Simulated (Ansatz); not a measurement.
# MoS2 in Ansatz: further runs

Aim: see how the results for MoS2 move with the level of theory and the settings. Levels: LDA, PBEsol, r2SCAN. Tasks: projected density of states.

Everything below comes from runs of Ansatz 0.2.0. Logs are shortened: lines on timing, memory, paths and dates and some standing lists are left out, and cuts for length are marked.

### 1 Starting point

The cell holds a slab with vacuum, 6 atoms: a = 3.185 Å, b = 3.185 Å, c = 21.671 Å, α = 90.00°, β = 90.00°, γ = 120.00°.

### 2 Projected density of states, LDA

The input, input.yaml:

```yaml
crystal:
  lattice:
    - [3.184541456, 0.0, 0.0]
    - [-1.592270728, 2.7578938003, 0.0]
    - [0.0, 0.0, 21.67053472]
  atoms:
    - { symbol: Mo, position: [0.3333333333, 0.6666666667, 0.85116023] }
    - { symbol: Mo, position: [0.6666666667, 0.3333333333, 0.14883977] }
    - { symbol: S, position: [0.6666666667, 0.3333333333, 0.77962539] }
    - { symbol: S, position: [0.3333333333, 0.6666666667, 0.077251] }
    - { symbol: S, position: [0.6666666667, 0.3333333333, 0.922749] }
    - { symbol: S, position: [0.3333333333, 0.6666666667, 0.22037461] }
hamiltonian:
  xc: lda
  pseudopotentials: { kind: paw }
kpoints:
  mp_grid: { grid: [10, 10, 2] }
scf:
  occupations: { method: fermi_dirac, width: 0.05 }
  n_extra_bands: 15
output:
  forces: true
  stress: true
  eigenvalues: true
  dos: { projected: true, de: 0.05, nscf_kmesh: { grid: [15, 15, 3] } }
  write_density: true
  write_potential: true
  elf: true
  volumetric_format: npy
```

Potentials or basis: Ansatz PAW.

Run with:

```bash
$ ansatz run input.yaml --threads 2 --pin off --max-ram 5632MiB --backend cpu --events-out ev --progress --plain --runs-dir out
```

The program printed:

```text
Warning: RAYON_NUM_THREADS=2 ignored (pool sized by the plan → 2); use --threads N
scf.n_extra_bands = 15 over 26 filled bands (N_el = 52.0): the run solves 41 bands
Engine: ansatz 0.2.0, aarch64-unknown-linux-gnu
Pseudopotentials: kind: paw
Pseudopotential: Mo, paw, valence charge 14, recommended cutoff 420 eV (normal), Mo.paw.azcp
Pseudopotential: S, paw, valence charge 6, recommended cutoff 420 eV (normal), S.paw.azcp
Functional definition: SPW92
  exchange = slater_x
  correlation = pw_c
Crystal: 6 atoms, lattice volume = 190.324 Å³
Basis set: ecut = 420 eV, 3721 PW (Γ)
Bands: 41, of which v1, the nominal top of the filled ones, is band 26 counted from 1 (25 counted from 0)
Symmetry: 12 space group operations
Space group: P-3m1 (ITA 164), of the structure as read, at distance tolerance 5.8e-5 Å
k-points: 28 of 200
Non-local potential: Mo, projectors of the file, l = 0: 3, l = 1: 2, l = 2: 2, l = 3: 1
Non-local potential: S, projectors of the file, l = 0: 2, l = 1: 2, l = 2: 2
PAW form: soft (Blöchl's): semilocal exchange-correlation on the pseudo side does not see the compensation charge
PAW frozen core: Mo, regenerated for the run's functional, and the local potential with it (the file was generated under x = pbe(κ = 0.804, μ = 0.2195149727645171), c = pbe(β = 0.06672455060314922))
PAW frozen core: S, regenerated for the run's functional, and the local potential with it (the file was generated under x = pbe(κ = 0.804, μ = 0.2195149727645171), c = pbe(β = 0.06672455060314922))
PAW one-centre angular grid: Mo, 590 points (default); XC on 64 Gauss nodes
PAW one-centre angular grid: S, 110 points (default); XC on 64 Gauss nodes
Initial density: superposition of atomic densities (neutral atoms: chi_scale 0, normalization atom), corrected by the library's trained network
Initial wavefunctions: pseudopotential atomic-orbital guess
Functional: x = slater, c = lda
SCF iter   1: F=—  HF=-13169.555050 eV  |F-HF|=—  |Δ(HF+E_count)|=         —  Δρ=6.17e-3  dr2=1.01e-1  ethr=1.77e-3  ⟨swp⟩=9.1  Hψ=6595  notcnv=0  defer=42
preconditioner: auto → none  [insulator: Δε(μ)=1.307 eV  Ē_g=10.354 eV  σ=0.050 eV  W_gap=1.00  n_scr=14 (ndim 8)  ℏωp=16.1 eV  f_vac=0.413  D(μ)=0.00/eV (n_scr^D=0)  ε∞_Penn≈3.4]
SCF iter   2: F=—  HF=-13169.655544 eV  |F-HF|=—  |Δ(HF+E_count)|=   1.00e-1  Δρ=8.62e-3  dr2=1.05e0  ethr=1.94e-4  ⟨swp⟩=3.6  Hψ=2471  notcnv=0  defer=192  recentre
SCF iter   3: F=—  HF=-13169.552253 eV  |F-HF|=—  |Δ(HF+E_count)|=   1.03e-1  Δρ=4.23e-3  dr2=4.63e-2  ethr=1.94e-4  ⟨swp⟩=3.4  Hψ=1961  notcnv=0  defer=192
SCF iter   4: F=—  HF=-13169.551021 eV  |F-HF|=—  |Δ(HF+E_count)|=   1.23e-3  Δρ=2.58e-3  dr2=1.02e-2  ethr=8.91e-5  ⟨swp⟩=1.5  Hψ=1277  notcnv=0  defer=191
SCF iter   5: F=—  HF=-13169.551171 eV  |F-HF|=—  |Δ(HF+E_count)|=   1.51e-4  Δρ=8.33e-4  dr2=3.87e-4  ethr=1.96e-5  ⟨swp⟩=2.1  Hψ=1090  notcnv=0  defer=191
SCF iter   6: F=—  HF=-13169.551351 eV  |F-HF|=—  |Δ(HF+E_count)|=   1.79e-4  Δρ=1.54e-4  dr2=2.70e-5  ethr=7.44e-7  ⟨swp⟩=2.0  Hψ=1360  notcnv=0  defer=191
SCF iter   7: F=—  HF=-13169.551248 eV  |F-HF|=—  |Δ(HF+E_count)|=   1.03e-4  Δρ=5.62e-5  dr2=2.99e-6  ethr=5.20e-8  ⟨swp⟩=2.2  Hψ=1573  notcnv=0  defer=191
SCF iter   8: F=—  HF=-13169.551248 eV  |F-HF|=—  |Δ(HF+E_count)|=   2.58e-7  Δρ=9.59e-6  dr2=2.15e-7  ethr=5.75e-9  ⟨swp⟩=2.0  Hψ=1460  notcnv=0  defer=191
SCF iter   9: F=-13169.551248 eV  HF=-13169.551248 eV  |F-HF|=9.90e-10  |Δ(HF+E_count)|=   4.30e-8  Δρ=2.68e-6  dr2=6.33e-9  ethr=1.92e-10  ⟨swp⟩=21.3  Hψ=9972  notcnv=0
SCF 1 converged in 9 iterations: F = -13169.551248 eV  dr2 = 6.33e-9
NSCF: frozen V_eff on 73 k-points
WARN: The output density's exchange-correlation potential varies sharply where the density is thin. Do not read a vacuum level from v_tot or v_xc, or from such a field of the output density. On a cell that repeats whose density bears no net charge and no dipole along the vacuum's axis use v_es (v_loc + v_h of the components); under efield.dipole_correction with no amplitude use v_es + v_field, which holds any external_charges[].barrier, or the levels of the report's work_function block, which leave it out; under a non-zero efield.amplitude the vacuum is tilted and has no level; on a cell that repeats and bears such a dipole with no correction it is tilted too, and efield.dipole_correction with no amplitude gives each side of its ramp a level where efield: is served; in a cell that repeats whose density bears a net charge (total_charge, or a fill off its count) it is curved and has none; of a slab under crystal.periodic whose density bears no net charge use v_es, which has a level on each side, short of where the two are joined; of another it falls or rises all the way out and has none; of a slab beside external_charges read slab_vacuum_level instead, which it has where they leave it neutral. The grid or the basis barely resolves most such structure, and the values can differ between equally converged runs; as a rule a tighter scf.convergence.dr2_threshold does not remove it. Where the density itself ripples (under the LDA too) a higher basis.ecutwfc lessens it. The files hold the spikes' plane waves up to the density's cutoff. Files: v_tot_of_output_density and the like, and their columns of v_z.tsv (output.write_potential); v_xc_of_output_density and the like, and their columns of v_comp_z.tsv (output.write_potential_components). Measured: with its Gaussian average of σ = 0.25 Å subtracted twice, the exchange-correlation potential is over 0.1 eV at 138 of the grid points where the equally averaged density (valence and model cores) is under 1e-3 e/Å³, and 0.181 eV at the most among them, at an averaged density of 2.5e-5 e/Å³. The input density's (outcome.potential() and, of a run that writes arrays, v_tot and v_xc) is over 0.1 eV, so measured, at 138 points of its own thin density, 0.182 eV at the most. See output.write_potential in the manual, Limitations
SCF converged after 9 iterations
Free energy (F): -13169.551248 eV
Harris-Foulkes:  -13169.551248 eV  (|F-HF|=9.90e-10)
Internal energy: -13169.551248 eV  (E = F + TS)
E sigma→0 (E₀):  -13169.551248 eV
Entropy (-TS):   -0.000000 eV (-0.000 meV/atom)
Fermi energy:    3.932055 eV
--- Per-component energies (eV) ---
  E_band       = -689.498612
  E_kinetic    = 1312.179092
  E_local      = -24664.668605  (includes V_loc(G=0)·N_el)
  E_nonlocal   = 412.234080
  E_hartree    = 11687.932549
  E_xc         = -750.649618
  E_vxc        = -809.269201  (∫ρ·V_xc dr)
  E_paw        = -8453.303840  (= ΣΔE_a)
  E_vpaw       = -315.834959  (= ΣTr[D̂ρ^β])
  E_aug_tail   = 0.000057  (compensation charges beyond the density's cutoff)
  E_ewald      = 7285.166613
  E_core_change = 1.558423  (= ΣΔE_core)
  E_smearing   = -0.000000  (= −TS)
  E_closure    = 0.000000  (closes the sum)
  Σ components = -13169.551248   (vs F -13169.551248, Δ=0.00e0)
--- Forces (eV/Å), atoms counted from 1 ---
  atom   1  Mo     0.00000000    -0.00000000     0.00840105
  atom   2  Mo     0.00000000     0.00000000    -0.00840105
  atom   3  S      0.00000000    -0.00000000     0.37921402
  atom   4  S      0.00000000     0.00000000     0.29927624
  atom   5  S      0.00000000    -0.00000000    -0.29927624
  atom   6  S      0.00000000     0.00000000    -0.37921402
  max |Σ_I F_I| component: 1.11e-16 eV/Å
--- Stress (GPa, compression-positive) ---
       -3.826846       0.000000       0.000000
        0.000000      -3.826846       0.000000
        0.000000       0.000000      -2.255537
  P = ⅓ Tr σ = -3.3031 GPa (-33.031 kbar)
--- Band table (eV; the first three rows and the last of 28) ---
  k-point 0: bands = ["-57.7881", "-57.7881", "-31.9949", "-31.9949", "-31.7795", "-31.7795", "-31.7795", "-31.7795", "-11.1756", "-11.1031", "-9.8383", "-9.7143", "-2.9020", "-2.5485", "0.2493", "0.2493", "0.2522", "0.2522", "0.7603", "1.3718", "1.3718", "1.3827", "1.3827", "1.5981", "2.7939", "3.3097", "5.6775", "5.6775", "5.6849", "5.6849", "5.9517", "5.9517", "5.9958", "5.9958", "8.4822", "8.7164", "9.0084", "9.1955", "10.4178", "11.6115", "11.7214"]
  k-point 1: bands = ["-57.7881", "-57.7881", "-31.9949", "-31.9949", "-31.7795", "-31.7795", "-31.7795", "-31.7795", "-11.1756", "-11.1031", "-9.8383", "-9.7143", "-2.9020", "-2.5485", "0.2493", "0.2493", "0.2522", "0.2522", "0.7603", "1.3718", "1.3718", "1.3827", "1.3827", "1.5981", "2.7940", "3.3097", "5.6775", "5.6775", "5.6849", "5.6849", "5.9517", "5.9517", "5.9958", "5.9958", "8.5120", "8.6520", "9.0760", "9.1645", "10.4326", "11.5100", "11.7213"]
  k-point 2: bands = ["-57.7845", "-57.7845", "-31.9877", "-31.9876", "-31.8164", "-31.8164", "-31.7879", "-31.7879", "-11.0272", "-10.9554", "-9.7764", "-9.6581", "-2.7366", "-2.3852", "-0.0688", "-0.0625", "0.3009", "0.4035", "0.4085", "0.6906", "1.1428", "1.1556", "1.6462", "2.0295", "2.7503", "3.1407", "5.4904", "5.5159", "5.5688", "5.6804", "5.7764", "5.8318", "5.9299", "5.9490", "8.7432", "9.0210", "9.6211", "9.7696", "10.6233", "11.7032", "12.3392"]
  k-point 27: bands = ["-57.7462", "-57.7462", "-32.0789", "-32.0789", "-31.9953", "-31.9953", "-31.9107", "-31.9107", "-9.0345", "-9.0204", "-8.9183", "-8.9054", "-2.4649", "-2.4205", "-1.9555", "-1.9053", "-0.9213", "-0.8978", "-0.5912", "-0.4977", "-0.0917", "0.0484", "0.9094", "1.0192", "2.7343", "2.7836", "4.6708", "4.6932", "5.8175", "6.1720", "6.2744", "6.3758", "7.6238", "7.7700", "9.7956", "10.1488", "10.5997", "10.9447", "12.1379", "12.2358", "13.3106"]
```

It took 19 s on 2 threads of Arm Neoverse V2, shared host; peak memory 0.6 GiB.

What came out:

| Property | Result |
| --- | --- |
| Free energy | -13169.5512 eV |
| Largest force | 0.379 eV/Å |
| Band gap on the k mesh | 1.36 eV, indirect (least direct gap 1.89 eV) |

Forces in eV/Å, atoms in the order of the input:
```
Mo   0.000  0.000  0.008
Mo   0.000  0.000 -0.008
S    0.000  0.000  0.379
S    0.000  0.000  0.299
S    0.000  0.000 -0.299
S    0.000  0.000 -0.379
```

States per cell in windows of 1 eV (zero at the valence-band top; states under -8 eV left out):
| from (eV) | total | S 3p | Mo 4d | Mo 5s | S 3s | Mo 4p | Mo 4s |
| --- | --- | --- | --- | --- | --- | --- | --- |
| -8.0 | 0.00 | 0.00 | 0.00 | 0.00 | 0.00 | 0.00 | 0.00 |
| -7.0 | 0.53 | 0.34 | 0.12 | 0.03 | 0.02 | 0.00 | 0.00 |
| -6.0 | 5.22 | 3.20 | 1.67 | 0.13 | 0.11 | 0.03 | 0.02 |
| -5.0 | 4.69 | 2.87 | 1.26 | 0.13 | 0.32 | 0.03 | 0.01 |
| -4.0 | 5.34 | 3.23 | 1.89 | 0.03 | 0.11 | 0.02 | 0.00 |
| -3.0 | 5.07 | 3.24 | 1.60 | 0.02 | 0.11 | 0.02 | 0.00 |
| -2.0 | 5.21 | 3.25 | 1.71 | 0.03 | 0.09 | 0.03 | 0.00 |
| -1.0 | 1.95 | 0.58 | 1.28 | 0.01 | 0.03 | 0.00 | 0.00 |
| 0.0 | 0.00 | 0.00 | 0.00 | 0.00 | 0.00 | 0.00 | 0.00 |
| 1.0 | 4.14 | 1.23 | 2.70 | 0.04 | 0.04 | 0.00 | 0.00 |
| 2.0 | 7.05 | 2.54 | 3.94 | 0.07 | 0.19 | 0.00 | 0.00 |
| 3.0 | 3.82 | 1.72 | 1.75 | 0.00 | 0.14 | 0.00 | 0.00 |
| 4.0 | 0.99 | 0.39 | 0.48 | 0.00 | 0.08 | 0.00 | 0.00 |
| 5.0 | 0.88 | 0.03 | 0.02 | 0.18 | 0.03 | 0.00 | 0.00 |
| 6.0 | 2.96 | 0.13 | 0.06 | 0.48 | 0.09 | 0.00 | 0.01 |
| 7.0 | 4.47 | 0.21 | 0.07 | 0.62 | 0.14 | 0.00 | 0.01 |

Caveat: the PAW data sets come from PBE, with cores solved anew for the run's functional, which leaves a small shift of forces and pressure; the density of states is complete only up to the lowest level of the last band computed.

[end of part 1 of 2]
